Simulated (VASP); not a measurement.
# CdTe (F-43m) in VASP: a series of runs, part 2 of 2

VASP 6.6.1.

## Step 3: Relaxation of cell and atoms, PBE

This run uses another cell than the first one, of 36.30 Å³/atom, 1.103 times its volume.

INCAR

```
SYSTEM = CdTe
ALGO = Normal
EDIFF = 1E-7
EDIFFG = -0.005
ENCUT = 600
GGA = PE
IBRION = 2
ISIF = 3
ISMEAR = 0
LASPH = .TRUE.
LCHARG = .FALSE.
LREAL = .FALSE.
LWAVE = .FALSE.
NELM = 80
NSW = 90
PREC = Accurate
SIGMA = 0.03
```

KPOINTS

```
k-points
0
G
  8 8 8
  0 0 0
```

POSCAR

```
CdTe                                    
1.0
   -0.0000000000      3.3111409341      3.3111409341
    3.3111409341     -0.0000000000      3.3111409341
    3.3111409341      3.3111409341      0.0000000000
  Cd              Te            
     1     1
Direct
     0.0000000000000000    0.0000000000000000    0.0000000000000000
     0.2500000000000000    0.2500000000000000    0.2500000000000000
```

Potentials or basis: VASP PAW PBE potentials, release 64 (Cd, Te).

On the command line:

```
> cat potpaw_PBE.64/Cd/POTCAR potpaw_PBE.64/Te/POTCAR > POTCAR
> mpirun -np 1 vasp_std > vasp.out
```

OUTCAR:

```text
SYSTEM = CdTe
   EDIFF = 1E-7
   EDIFFG = -0.005
   ENCUT = 600
   GGA = PE
   IBRION = 2
   ISIF = 3
   ISMEAR = 0
   LASPH = .TRUE.
   LREAL = .FALSE.
   NELM = 80
   NSW = 90
   PREC = Accurate

 ion  position               nearest neighbor table
   1  0.000  0.000  0.000-   2 2.87   2 2.87   2 2.87   2 2.87
   2  0.250  0.250  0.250-   1 2.87   1 2.87   1 2.87   1 2.87

  LATTYP: Found a face centered cubic cell.
 ALAT       =     6.6222818682

  Lattice vectors:

 A1 = (   0.0000000000,   3.3111409341,   3.3111409341)
 A2 = (   3.3111409341,   0.0000000000,   3.3111409341)
 A3 = (   3.3111409341,   3.3111409341,   0.0000000000)

Analysis of symmetry for initial positions (statically):
=====================================================================
 Subroutine PRICEL returns:
 Original cell was already a primitive cell.

 Routine SETGRP: Setting up the symmetry group for a
 face centered cubic supercell.

 Subroutine GETGRP returns: Found 24 space group operations
 (whereof 24 operations were pure point group operations)
 out of a pool of 48 trial point group operations.

The static configuration has the point symmetry T_d .

Analysis of symmetry for dynamics (positions and initial velocities):
=====================================================================
 Subroutine PRICEL returns:
 Original cell was already a primitive cell.

 Routine SETGRP: Setting up the symmetry group for a
 face centered cubic supercell.

 Subroutine GETGRP returns: Found 24 space group operations
 (whereof 24 operations were pure point group operations)
 out of a pool of 48 trial point group operations.

The dynamic configuration has the point symmetry T_d .

 Subroutine INISYM returns: Found 24 space group operations
 (whereof 24 operations are pure point group operations),
 and found     1 'primitive' translations

----------------------------------------------------------------------------------------

                                     Primitive cell

  volume of cell :      72.6044

  direct lattice vectors                    reciprocal lattice vectors
     0.000000000  3.311140934  3.311140934    -0.151005351  0.151005351  0.151005351
     3.311140934  0.000000000  3.311140934     0.151005351 -0.151005351  0.151005351
     3.311140934  3.311140934  0.000000000     0.151005351  0.151005351 -0.151005351

  length of vectors
     4.682660416  4.682660416  4.682660416     0.261548941  0.261548941  0.261548941

  position of ions in fractional coordinates (direct lattice)
     0.000000000  0.000000000  0.000000000
     0.250000000  0.250000000  0.250000000

  ion indices of the primitive-cell ions
   primitive index   ion index
                 1           1
                 2           2

----------------------------------------------------------------------------------------

 KPOINTS: k-points

Automatic generation of k-mesh.
 Grid dimensions read from file:
 generate k-points for:    8    8    8

 Generating k-lattice:

  Cartesian coordinates                     Fractional coordinates (reciprocal lattice)
    -0.018875669  0.018875669  0.018875669     0.125000000  0.000000000  0.000000000
     0.018875669 -0.018875669  0.018875669     0.000000000  0.125000000  0.000000000
     0.018875669  0.018875669 -0.018875669     0.000000000  0.000000000  0.125000000

  Length of vectors
     0.032693618  0.032693618  0.032693618

  Shift w.r.t. Gamma in fractional coordinates (k-lattice)
     0.000000000  0.000000000  0.000000000

 Subroutine IBZKPT returns following result:
 ===========================================

 Found     29 irreducible k-points:

 Following reciprocal coordinates:
            Coordinates               Weight
  0.000000  0.000000  0.000000      1.000000
  0.125000  0.000000  0.000000      8.000000
  0.250000  0.000000  0.000000      8.000000
  0.375000  0.000000  0.000000      8.000000
  0.500000  0.000000  0.000000      4.000000
  0.125000  0.125000  0.000000      6.000000
[... 16 lines left out ...]
  0.500000  0.250000  0.125000     48.000000
 -0.375000  0.250000  0.125000     24.000000
 [... further k-points ...]
   k-points           NKPTS =     29   k-points in BZ     NKDIM =     29   number of bands    NBANDS=     13
   number of dos      NEDOS =    301   number of ions     NIONS =      2
   total plane-waves  NPLWV =  64000
   dimension x,y,z NGX =    40 NGY =   40 NGZ =   40
   dimension x,y,z NGXF=    80 NGYF=   80 NGZF=   80
   ions per type =               1   1
   NGX,Y,Z   is equivalent  to a cutoff of  14.20, 14.20, 14.20 a.u.
   NGXF,Y,Z  is equivalent  to a cutoff of  28.40, 28.40, 28.40 a.u.
 SYSTEM =  CdTe
   PREC   = accura    normal or accurate (medium, high low for compatibility)
   ISTART =      0    job   : 0-new  1-cont  2-samecut
   ICHARG =      2    charge: 1-file 2-atom 10-const
   ISPIN  =      1    spin polarized calculation?
   LNONCOLLINEAR =      F non collinear calculations
   LSORBIT =      F    spin-orbit coupling
   LASPH  =      T    aspherical Exc in radial PAW
   ENCUT  =  600.0 eV  44.10 Ry    6.64 a.u.   9.35  9.35  9.35*2*pi/ulx,y,z
   NELM   =     80;   NELMIN=  2; NELMDL= -5     # of ELM steps
   EDIFF  = 0.1E-06   stopping-criterion for ELM
   LREAL  =      F    real-space projection
   EDIFFG = -.5E-02   stopping-criterion for IOM
   NSW    =     90    number of steps for IOM
   IBRION =      2    ionic relax: 0-MD 1-quasi-New 2-CG
   NFREE  =      1    steps in history (QN), initial steepest desc. (CG)
   ISIF   =      3    stress and relaxation
   ISYM   =      2    0-nonsym 1-usesym 2-fastsym
   POTIM  = 0.5000    time-step for ionic-motion
   TEBEG  =    0.0;   TEEND  =   0.0 temperature during run
   PSTRESS=    0.0 pullay stress
   NELECT =      18.0000    total number of electrons
   NUPDOWN=      -1.0000    fix difference up-down
   EMIN   =  10.00;   EMAX   =-10.00  energy-range for DOS
   EFERMI =   0.00;   METHOD = LEGACY
   ISMEAR =     0;   SIGMA  =   0.03  broadening in eV -4-tet -1-fermi 0-gaus
   EFERMI_NEDOS =   21; number of points for ismear=-14 and -15
   IALGO  =     38    algorithm
   IMIX   =      4    mixing-type and parameters
     AMIX     =   0.40;   BMIX     =  1.00
     AMIX_MAG =   1.60;   BMIX_MAG =  1.00
  volume/ion in A,a.u.               =      36.30       244.98
  Fermi-wavevector in a.u.,A,eV,Ry     =   1.028438  1.943466 14.390667  1.057684
  Thomas-Fermi vector in A             =   2.162434
   LORBIT       =      0    0 simple, 1 ext, 2 COOP (PROOUT), +10 PAW based schemes
   GGA     = PE    functional components
   LHFCALC =     F    Hartree Fock is set to
   AEXX    =    0.0000 exact exchange contribution
   IVDW    =     0    specifies the selected vdW correction
   LEPSILON=     F    determine dielectric tensor
   LRPA    =     F    only Hartree local field effects (RPA)
 conjugate gradient relaxation of ions
 non-spin polarized calculation
 Gauss-broadening in eV      SIGMA  =   0.03
  energy-cutoff  :      600.00
  volume of cell :       72.60
 maximum number of plane-waves:      2452
 NGX is ok and might be reduce to    40
   NGX = 19   NGY = 19   NGZ = 19

 number of electron      18.0000001 magnetization

 Free energy of the ion-electron system (eV)
  ---------------------------------------------------
  ext. energy  EPLUGINS =         0.00000000
  ---------------------------------------------------
  free energy    TOTEN  =        -4.81181088 eV

  energy without entropy =       -4.81181088  energy(sigma->0) =       -4.81181088

 E-fermi :   1.9272     XC(G=0):  -8.3007

 val. band max:        1.7820183605   @ k =   0.0000   0.0000   0.0000
 cond. band min:       2.3591487663   @ k =   0.0000   0.0000   0.0000
 fundamental gap:      0.5771304058
 Fermi energy:         1.9271720127

 k-point     1 :       0.0000    0.0000    0.0000
  band No.  band energies     occupation
      1      -9.0423      2.00000
      2      -6.3036      2.00000
      3      -6.3036      2.00000
      4      -6.3036      2.00000
      5      -6.0881      2.00000
      6      -6.0881      2.00000
      7       1.7820      2.00000
      8       1.7820      2.00000
      9       1.7820      2.00000
     10       2.3591      0.00000
     11       6.4218      0.00000
     12       6.4218      0.00000
     13       6.4218      0.00000
[... 354 lines left out ...]
  band No.  band energies     occupation
      1      -8.6531      2.00000
      2      -6.2301      2.00000
      3      -6.2204      2.00000
      4      -6.0999      2.00000
      5      -6.0830      2.00000
      6      -5.7052      2.00000
      7      -2.1322      2.00000
      8      -0.0699      2.00000
      9       0.6648      2.00000
     10       4.8711      0.00000
     11       6.4428      0.00000
     12       7.6613      0.00000
     13       8.7968      0.00000

 [... further k-points ...]
[... 5 lines left out ...]
  --------------------------------------------------------------------------------------
  -------------------------------------------------------------------------------------
  Total        0.0028090      0.0028090      0.0028090      0.0000000      0.0000000     -0.0000000
  in kB        0.0619871      0.0619871      0.0619871      0.0000000      0.0000000     -0.0000000
  external PRESSURE =       0.0619871 kB  Pullay stress =       0.0000000 kB

 VOLUME and BASIS-vectors are now :
 -----------------------------------------------------------------------------
  energy-cutoff  :      600.00
  volume of cell :       72.60
      direct lattice vectors                 reciprocal lattice vectors
     0.000000000  3.311140934  3.311140934    -0.151005351  0.151005351  0.151005351
     3.311140934  0.000000000  3.311140934     0.151005351 -0.151005351  0.151005351
     3.311140934  3.311140934  0.000000000     0.151005351  0.151005351 -0.151005351

 POSITION                                       TOTAL-FORCE (eV/Angst)
 -----------------------------------------------------------------------------------
      0.00000      0.00000      0.00000         0.000000      0.000000      0.000000
      1.65557      1.65557      1.65557        -0.000000     -0.000000     -0.000000
 -----------------------------------------------------------------------------------
    total drift:                               -0.000000     -0.000000     -0.000000

  FREE ENERGIE OF THE ION-ELECTRON SYSTEM (eV)
  ---------------------------------------------------
  free  energy   TOTEN  =        -4.8118108830 eV

  energy  without entropy=       -4.8118108830  energy(sigma->0) =       -4.81181088

 reached required accuracy - stopping structural energy minimisation
```

CONTCAR:

```text
CdTe
   1.00000000000000
     0.0000000000000000    3.3111409341000000    3.3111409341000000
     3.3111409341000000    0.0000000000000000    3.3111409341000000
     3.3111409341000000    3.3111409341000000    0.0000000000000000
  Cd              Te
     1     1
Direct
     0.0000000000000000    0.0000000000000000    0.0000000000000000
     0.2500000000000000    0.2500000000000000    0.2500000000000000

  0.00000000E+00  0.00000000E+00  0.00000000E+00
  0.00000000E+00  0.00000000E+00  0.00000000E+00
```

It took 19 s on 1 thread of Intel Xeon 6975P-C (Granite Rapids), shared host; peak memory 0.25 GiB.

What came out:

- Free energy: -4.8118 eV
- Pressure after relaxing: 0.0 GPa
- Band gap on the k mesh: 0.58 eV, direct

Final structure:
```cif
data_structure
_symmetry_space_group_name_H-M 'P 1'
_symmetry_Int_Tables_number 1
_cell_length_a 4.6827
_cell_length_b 4.6827
_cell_length_c 4.6827
_cell_angle_alpha 60.000
_cell_angle_beta 60.000
_cell_angle_gamma 60.000
_cell_volume 72.60
loop_
_atom_site_label
_atom_site_type_symbol
_atom_site_fract_x
_atom_site_fract_y
_atom_site_fract_z
_atom_site_occupancy
Cd1 Cd 0.00000 0.00000 0.00000 1
Te1 Te 0.25000 0.25000 0.25000 1
```

Levels at points of the mesh, in eV from the valence-band top:
```csv
k point,band 5,band 6,band 7,band 8,band 9,band 10,band 11,band 12,band 13
"(0.00, 0.00, 0.00)",-7.87,-7.87,0.00,0.00,0.00,0.58,4.64,4.64,4.64
"(0.50, 0.00, 0.00)",-7.86,-7.57,-4.07,-0.68,-0.68,1.75,5.21,5.21,7.01
"(0.50, 0.50, 0.00)",-7.84,-7.45,-4.00,-1.65,-1.65,2.67,2.74,8.50,8.80
```

Caveat: the relaxation stopped at its first step, so nothing moved; spin-orbit coupling is left out, which moves the levels of the heavy elements. As with any semilocal functional, this PBE gap is likely too small.
